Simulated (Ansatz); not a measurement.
Theory: DFT PBE, scalar-relativistic, plane waves, PAW in Ansatz 0.2.0. Settings: cutoff 420 eV, Γ-centred meshes spaced at most about 0.3 Å⁻¹, and about 0.25 Å⁻¹ or finer for metals (2π included), Gaussian smearing. No spin polarisation.

These are static total energies at zero pressure.

Question: Which of these relaxed structures of Mg5O is the lowest in energy?
A.

```
Mg O
1.0
     5.66693    0.00000    0.00000
    -2.83346    4.90770    0.00000
     0.00000    0.00000    6.73442
Mg O
5 1
Direct
  0.00000 0.00000 0.71301
  0.00000 0.00000 0.28699
  0.50000 0.00000 0.00000
  0.00000 0.50000 0.00000
  0.50000 0.50000 0.00000
  0.00000 0.00000 0.00000
```

B.

```
Mg O
1.0
     7.11857    0.00000    0.00000
    -3.55929    6.16486    0.00000
     0.00000    0.00000    2.91083
Mg O
5 1
Cartesian
  -0.8355 1.4471 0.0000
  2.7238 4.7178 0.0000
  1.6710 0.0000 0.0000
  3.5593 2.0550 1.4554
  0.0000 4.1099 1.4554
  0.0000 0.0000 1.4554
```

Answer: B. The other, A, lies 0.41 eV/atom higher. Forms: B P-62m; A P6/mmm. Counting Mg atoms around O (those within 1.25 times the shortest such distance or 1.15 times the sum of covalent radii): B has O 6; A has O 2. Both come from invented guesses. The lowest form computed isn't among them: it has space group P-3m1 (No. 164), 18.2 Å³/atom and lies 0.31 eV/atom below the best shown.

Cells relaxed within their symmetry can be saddle points. Some types were kept out of the candidates beforehand, so the set may lack a known form.
